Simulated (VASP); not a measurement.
Al2ZnO4 (Gahnite), 14 atoms in the cell. Symmetry: Fd-3m, No. 227, cubic system. Conventional cell: a = 8.085 Å, b = 8.085 Å, c = 8.085 Å, α = 90.00°, β = 90.00°, γ = 90.00°. Al (site symmetry -3m) is surrounded by 6 O at 1.91 Å. Around Zn (site symmetry -43m) lie 4 O at 1.95 Å. Around O (site symmetry 3m) lie 3 Al at 1.91 Å and 1 Zn at 1.95 Å. 

| Property | Result |
| --- | --- |
| Program | VASP 6.6.1 |
| Task | relaxation of cell and atoms |
| Functional | r2SCAN |
| Potentials or basis | VASP PAW PBE potentials, release 64 (Al, Zn, O) |
| Cutoff | 600 eV |
| k mesh | 6 × 6 × 6 |
| Occupations | gaussian, width 0.03 eV |
| Spin | no spin polarisation |
| Further INCAR settings | ALGO = Normal; EDIFF = 1e-06; IBRION = 2; EDIFFG = -0.01; NSW = 90; ISIF = 3 |

Potentials or basis: VASP PAW PBE potentials, release 64 (Al, Zn, O).

Command:

```bash
$ cat potpaw_PBE.64/Al/POTCAR potpaw_PBE.64/Zn/POTCAR potpaw_PBE.64/O/POTCAR > POTCAR
$ mpirun -np 4 vasp_std > vasp.out
```

Hardware: 4 MPI ranks on Intel(R) Xeon(R) Platinum 8488C (Sapphire Rapids) (shared host).

Question: How long does it take, and how much memory?

Answer: It took 4.7 min on 4 MPI ranks on Intel(R) Xeon(R) Platinum 8488C (Sapphire Rapids), with other jobs on the host, peak memory 0.43 GiB a rank. Counts: scf iterations 42, k points 16, ion steps 3.
